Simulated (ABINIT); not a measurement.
Runs of ABINIT 10.8.3 (patched build) on TiTe2. The structure is trigonal, space group P-3m1 (No. 164). Conventional cell: a = 3.777 Å, b = 3.777 Å, c = 6.498 Å, α = 90.00°, β = 90.00°, γ = 120.00°. Te (site symmetry 3m) has 3 Ti at 2.77 Å as nearest neighbours. Around Ti (site symmetry -3m) lie 6 Te at 2.77 Å. 

```csv
task,level,potentials or basis,k mesh,cutoff (eV),fine-grid cutoff,gap on the mesh (eV),pressure (GPa),largest force (eV/Å)
single point,PBEsol,PseudoDojo NC SR PBEsol v0.4.1 standard,8 × 8 × 4,1143,-,none,-2.2,0.12
band structure,PBE,"Ansatz PAW PBE default generated set, frozen core",6 × 6 × 3,419,838.111 eV,none,0.8,0.05
band structure,PBE,SPMS NC PBE v1.0,6 × 6 × 3,816,-,none,0.8,0.04
band structure,PBE,JTH PAW PBE v2.0,6 × 6 × 3,408,816.342 eV,none,(b),(a)
```

Alike in all rows: no spin polarisation; cell as given; smearing fermi-dirac 0.05 eV.

Problem. Estimate the missing entries.

Solution. (a) 0.03; (b) 1.0.

Caveats: this functional lacks dispersion, which binds the layers, so the pressure and a relaxed spacing across them are unreliable; spin-orbit coupling is left out, which moves the levels of the heavy elements (some runs); the atomic spheres overlap (some runs).

A k mesh can miss the band edges, and the runs leave out spin-orbit coupling on Te.

A gap of «none» marks a metal or a gap under the smearing width.

The runs don't all hold the same shells in valence.
